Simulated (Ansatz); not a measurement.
# C: the cost of one run

Program: Ansatz 0.2.0. Level of theory: DFT PBE, scalar-relativistic, plane waves, PAW. These are calculated values, not measurements.

## 1. The system as given

Symmetry: I4_1/acd, No. 142, tetragonal system. The conventional cell has a = 5.645 Å, b = 5.645 Å, c = 3.901 Å, α = 90.00°, β = 90.00°, γ = 90.00°. Around C (site symmetry -4) lie 4 C at 1.51 Å. Around C (site symmetry 2) lie 4 C at 1.51 to 1.54 Å.

Structure file:

```cif
data_structure
_symmetry_space_group_name_H-M 'P 1'
_symmetry_Int_Tables_number 1
_cell_length_a 4.4426
_cell_length_b 4.4426
_cell_length_c 4.4426
_cell_angle_alpha 101.114
_cell_angle_beta 101.114
_cell_angle_gamma 127.913
_cell_volume 62.15
loop_
_atom_site_label
_atom_site_type_symbol
_atom_site_fract_x
_atom_site_fract_y
_atom_site_fract_z
_atom_site_occupancy
C1 C 0.50000 0.50000 0.00000 1
C2 C 0.25000 0.75000 0.50000 1
C3 C 0.75000 0.25000 0.50000 1
C4 C 0.00000 0.00000 0.00000 1
C5 C 0.89433 0.89433 0.28866 1
C6 C 0.60567 0.60567 0.71134 1
C7 C 0.64433 0.85567 0.50000 1
C8 C 0.35567 0.14433 0.50000 1
C9 C 0.85567 0.35567 0.21134 1
C10 C 0.14433 0.64433 0.78866 1
C11 C 0.10567 0.39433 0.00000 1
C12 C 0.39433 0.10567 0.00000 1
```

The cell is invented: 4-connected net of one element (I4_1/acd, No. 142). Lengths come from tabulated atomic sizes and are only a guess.

## 2. A first look at the guess

Input file input.yaml:

```yaml
crystal:
  lattice:
    - [-2.82244541, 2.82244541, 1.95055045]
    - [2.82244541, -2.82244541, 1.95055045]
    - [2.82244541, 2.82244541, -1.95055045]
  atoms:
    - { symbol: C, position: [0.5, 0.5, 0.0] }
    - { symbol: C, position: [0.25, 0.75, 0.5] }
    - { symbol: C, position: [0.75, 0.25, 0.5] }
    - { symbol: C, position: [0.0, 0.0, 0.0] }
    - { symbol: C, position: [0.89433204, 0.89433204, 0.28866409] }
    - { symbol: C, position: [0.60566796, 0.60566796, 0.71133591] }
    - { symbol: C, position: [0.64433204, 0.85566796, 0.5] }
    - { symbol: C, position: [0.35566796, 0.14433204, 0.5] }
    - { symbol: C, position: [0.85566796, 0.35566796, 0.21133591] }
    - { symbol: C, position: [0.14433204, 0.64433204, 0.78866409] }
    - { symbol: C, position: [0.10566796, 0.39433204, 0.0] }
    - { symbol: C, position: [0.39433204, 0.10566796, 0.0] }
basis:
  ecutwfc: 420
kpoints:
  mp_grid: { grid: [6, 6, 6] }
hamiltonian:
  xc: pbe
scf:
  occupations: { method: gaussian, width: 0.1 }
  lower_state_search: "off"
output:
  forces: true
  stress: true
  eigenvalues: true
```

The run is started by

```sh
ansatz run input.yaml --threads 1 --pin off --max-ram 2560MiB --backend cpu --events-out ev --progress --plain --runs-dir out
```

What time and memory should one allow on 1 thread of Arm Neoverse V2, shared host?

About 3.1 s, with a peak of 0.32 GiB.
